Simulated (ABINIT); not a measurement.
Crystal: C.

```xyz
2
Lattice="0.0000 1.7834 1.7834 1.7834 0.0000 1.7834 1.7834 1.7834 0.0000" Properties=species:S:1:pos:R:3 pbc="T T T"
C     2.6751    2.6751    2.6751
C     1.7834    1.7834    1.7834
```

This isn't the form of C at room conditions, which is graphite.

Base run:

```yaml
Program: ABINIT 10.8.3 (patched build)
Functional: LDA
Potentials_or_basis: PseudoDojo NC SR LDA v0.4.1 standard
Cutoff: 1116 eV
k_mesh: 10 × 10 × 10
Occupations: fermi-dirac, width 0.05 eV
Spin: no spin polarisation
```

Its results: band gap on the k mesh 4.18 eV, indirect (least direct gap 5.56 eV); pressure -11.1 GPa.

Q: After a change of settings the same cell gave: band gap on the k mesh 4.18 eV, indirect (least direct gap 5.56 eV); pressure -12.0 GPa. Which change was it?
A. functional from LDA to PBE; potentials or basis from PseudoDojo NC SR LDA v0.4.1 standard to PseudoDojo NC SR PBE v0.4.1 standard; cutoff from 1116 eV to 1007 eV
B. functional from LDA to PBEsol; potentials or basis from PseudoDojo NC SR LDA v0.4.1 standard to PseudoDojo NC SR PBEsol v0.4 stringent; cutoff from 1116 eV to 1007 eV
C. potentials or basis from PseudoDojo NC SR LDA v0.4.1 standard to PseudoDojo NC SR LDA v0.4 stringent; cutoff from 1116 eV to 1007 eV
D. functional from LDA to PBEsol; potentials or basis from PseudoDojo NC SR LDA v0.4.1 standard to PseudoDojo NC SR PBEsol v0.4.1 standard

A: C.

Not every run made on this cell is shown here.
